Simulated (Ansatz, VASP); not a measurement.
Two plane-wave programs on CdSe

INCAR

```
SYSTEM = CdSe
ALGO = Normal
EDIFF = 1E-7
ENCUT = 520
GGA = PE
GGA_COMPAT = .FALSE.
ISIF = 2
ISMEAR = 0
LASPH = .TRUE.
LCHARG = .FALSE.
LORBIT = 11
LORBMOM = .TRUE.
LREAL = .FALSE.
LSORBIT = .TRUE.
LWAVE = .FALSE.
MAGMOM = 0 0 0 0 0 0
NBANDS = 30
NELM = 150
PREC = Accurate
SIGMA = 0.01
```

File KPOINTS:

```
k-points
0
G
  8 8 8
  0 0 0
```

The input POSCAR:

```
CdSe
1.0
    0.0000000000      3.0702712000      3.0702712000
    3.0702712000      0.0000000000      3.0702712000
    3.0702712000      3.0702712000      0.0000000000
Cd Se
1 1
Direct
    0.0000000000      0.0000000000      0.0000000000
    0.7500000000      0.7500000000      0.7500000000
```

File input.yaml:

```yaml
crystal:
  lattice:
    - [0.0, 3.0702712, 3.0702712]
    - [3.0702712, 0.0, 3.0702712]
    - [3.0702712, 3.0702712, 0.0]
  atoms:
    - { symbol: Cd, position: [0.0, 0.0, 0.0] }
    - { symbol: Se, position: [0.75, 0.75, 0.75] }
hamiltonian:
  xc: pbe
  pseudopotentials: { kind: paw_fr }
magnetization:
  noncollinear: true
  spin_orbit: true
kpoints:
  mp_grid: { grid: [8, 8, 8] }
scf:
  occupations: { method: fixed }
output:
  forces: true
  stress: true
  eigenvalues: true
  write_density: true
  write_potential: true
  elf: true
  volumetric_format: npy
```

Measurements of this composition are mostly on another form, of space group No. 186.

Alike in both runs: task single point; functional PBE; k mesh 8 × 8 × 8; non-collinear spin, spin-orbit coupling.

```csv
,VASP,Ansatz
version,VASP 6.6.1,Ansatz 0.2.0
potentials or method,"VASP PAW PBE potentials, release 64 (Cd, Se)",Ansatz PAW
plane-wave cutoff (eV),520,420
occupations,"gaussian, width 0.01 eV",fixed
valence electrons in the cell,18,36
```

Ansatz gave:

| Quantity | Value |
| --- | --- |
| gap on the k mesh at the Fermi level (eV) | 0.43 |
| least direct gap on the mesh (eV) | 0.43 |
| pressure (GPa) | 1.3 |
| net moment per atom (μB) | 0.00 |

Which values does VASP return?

gap on the k mesh at the Fermi level (eV): 0.43; least direct gap on the mesh (eV): 0.43; pressure (GPa): 1.6; net moment per atom (μB): 0.00.

The two sets of potentials don't hold the same shells in valence.
